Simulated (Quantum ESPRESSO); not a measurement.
Hf under changes of volume

One of the cells (21.939 Å³/atom); the others are scaled copies at fixed shape and fractional positions:

```xyz
3
Lattice="4.9623 0.0000 0.0000 -2.4812 4.2975 0.0000 0.0000 0.0000 3.0862" Properties=species:S:1:pos:R:3 pbc="T T T"
Hf    0.0000    0.0000    0.0000
Hf    0.0000    2.8650    1.5431
Hf    2.4812    1.4325    1.5431
```

This isn't the form of Hf at room conditions, which is hcp.

| Item | Value |
| --- | --- |
| Program | Quantum ESPRESSO 7.5 |
| Functional | r2SCAN |
| Potentials or basis | SG15 PBE 1.2 |
| Cutoff | 884 eV |
| Density cutoff | 3537 eV |
| k mesh | 3 × 3 × 5 |
| Occupations | fermi-dirac, width 0.05 eV |
| Spin | no spin polarisation |

| volume (Å³/atom) | energy over the lowest point (meV/atom) | pressure (GPa) |
| --- | --- | --- |
| 20.622 | 0.00 | 0.7 |
| 21.061 | 1.39 | -1.9 |
| 21.500 | 9.55 | -4.2 |
| 21.939 | 23.89 | -6.4 |
| 22.377 | ? | ? |
| 22.816 | 69.03 | -10.1 |
| 23.255 | 98.91 | -11.7 |

Q: What does the run at 22.377 Å³/atom give?

A: Energy over the lowest point 43.86 meV/atom; pressure -8.3 GPa.

Worked out: A Birch-Murnaghan fit of order 3 (a polynomial in V^(-2/3)) to the other rows has its minimum at 20.75 Å³/atom with B0 = V·E''(V) = 124 GPa and B' = 3.3 at fixed shape and positions, which overstates the stiffness. It gives 43.86 meV/atom at 22.377 Å³/atom, against the run's 43.86, and -dE/dV = -8.3 GPa, against -8.3.

Energies are extrapolated to zero smearing.

Caveats: all runs use coarse meshes; the potentials were made for another functional, which shifts forces and pressure.
